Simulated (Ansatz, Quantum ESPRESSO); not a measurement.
# GaN [001], wurtzite: uniaxial strain and lateral response

The c axis is held at a set length while the cell relaxes sideways. How do the lateral strain and the stress follow? The strained cell has c along the load; unstrained it is a = 3.1837 Å, b = 3.1837 Å, c = 5.1872 Å, α = 90.00°, β = 90.00°, γ = 120.00°, with 4 atoms.

Calculated with Quantum ESPRESSO 7.5, PBEsol, GBRV 1.5 ultrasoft potentials, cutoff 680 eV, Fermi–Dirac smearing 0.02 eV, k-mesh 10×10×6, no spin polarisation, no spin-orbit coupling.

Relaxed positions at −3 %:

```
atom       x       y       z
  Ga  0.3333  0.6667  0.0038
  Ga  0.6667  0.3333  0.5038
   N  0.6667  0.3333  0.1201
   N  0.3333  0.6667  0.6201
```

```csv
ε_c (%),a (Å),c (Å),ε_a (%),"σ (GPa, tension positive)"
−3,3.2043,5.0316,0.648,−10.22
−2,3.1969,5.0834,0.416,−6.86
−1,3.1900,5.1353,0.199,−3.42
2,3.1717,5.2909,−0.375,6.91
3,3.1665,5.3428,−0.538,10.29
```

**Question.** Fit both responses and give the free strain and the stress at +1 %, a row left out above.

Least squares with y = y0 + y1 ε + y2 ε² (ε in %) gives ε_a = −0.006 + (−0.1977) ε + (0.0068) ε² and σ = 0.01 + (3.426) ε + (0.003) ε² GPa. The linear terms put the ratio of free to applied strain at −0.198 and the Young modulus at 343 GPa.

At +1 % the free strain comes out as −0.197 %. The run itself gives −0.196 %, so the estimate misses by 0.001 %, a rounding's worth.

The stress comes out as 3.44 GPa. The run itself gives 3.48 GPa, so the estimate misses by 0.04 GPa; the fitted rows themselves lie up to 0.04 GPa off the law.

The same fit over all rows at other levels or in other programs gives the strain ratio = −0.196 with PBEsol (Ansatz) and −0.197 with PBEsol (Quantum ESPRESSO, PseudoDojo).

[Logs are printed without paths, hosts, clocks, repeated set-up lines and the standing remarks that a program may print on its own settings, such as how far it seeks lower states.]
